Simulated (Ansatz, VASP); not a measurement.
BeTe in VASP and in Ansatz

```
Be Te
1.0
     0.00000    2.46791    3.48963
     2.46791    0.00000    3.48963
     2.46791    2.46791    0.00000
Be Te
1 1
Cartesian
  0.0000 0.0000 0.0000
  3.7019 3.7019 5.2344
```

Alike in both runs: task single point; functional LDA; k mesh 10 × 10 × 10; occupations gaussian, width 0.05 eV; no spin polarisation.

```csv
,VASP,Ansatz
version,VASP 6.6.1,Ansatz 0.2.0
potentials or method,"VASP PAW LDA potentials, release 64 (Be, Te)","scalar-relativistic, plane waves, PAW"
plane-wave cutoff (eV),520,420
valence electrons in the cell,8,18
```

Ansatz gave:

```
gap on the k mesh at the Fermi level (eV)       : none
pressure (GPa)                                  : 1.2
largest component of the traceless stress (GPa) : 22.47
```

Question: Which values does VASP return?

Answer: gap on the k mesh at the Fermi level (eV): none; pressure (GPa): 1.4; largest component of the traceless stress (GPa): 22.38.

A gap of «none» marks a metal or a gap that the smearing closes. The two sets of potentials don't hold the same shells in valence.

Spin-orbit coupling is left out, which matters for the levels of Te.
